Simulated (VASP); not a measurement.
Au:

```
CELL_PARAMETERS angstrom
0.00000 2.03500 2.03500
2.03500 0.00000 2.03500
2.03500 2.03500 0.00000
ATOMIC_POSITIONS crystal
Au 0.00000 0.00000 0.00000
```

* Program: VASP 6.6.1
* Task: relaxation of cell and atoms
* Functional: revPBE
* Dispersion: D4
* Potentials or basis: VASP PAW PBE potentials, release 64 (Au)
* Cutoff: 600 eV
* k mesh: 11 × 11 × 11
* Occupations: fermi-dirac, width 0.05 eV
* Spin: no spin polarisation

At the start: pressure 3.3 GPa; volume 16.85 Å³/atom.

Task: How do energy, volume and symmetry change on relaxing?

Result: Over 4 steps the energy falls by 3.0 meV/atom and the volume is 17.16 Å³/atom (+1.8 %); space group Fm-3m (No. 225, to 0.05 Å).

The path:
```csv
step,energy change (eV),largest force (eV/Å),pressure (GPa),volume (Å³)
1,0.0000,0.0000,3.26,16.85
2,0.0052,0.0000,-4.82,17.71
3,-0.0030,0.0000,-0.15,17.17
4,-0.0030,0.0000,0.02,17.16
```

Final structure:
```xyz
1
Lattice="0.0000 2.0472 2.0472 2.0472 0.0000 2.0472 2.0472 2.0472 0.0000" Properties=species:S:1:pos:R:3 pbc="T T T"
Au    0.0000    0.0000    0.0000
```

Caveat: the PAW data sets were made with another functional, which shifts forces and pressure a little; pairwise dispersion overbinds metals, which lowers pressure and volume.
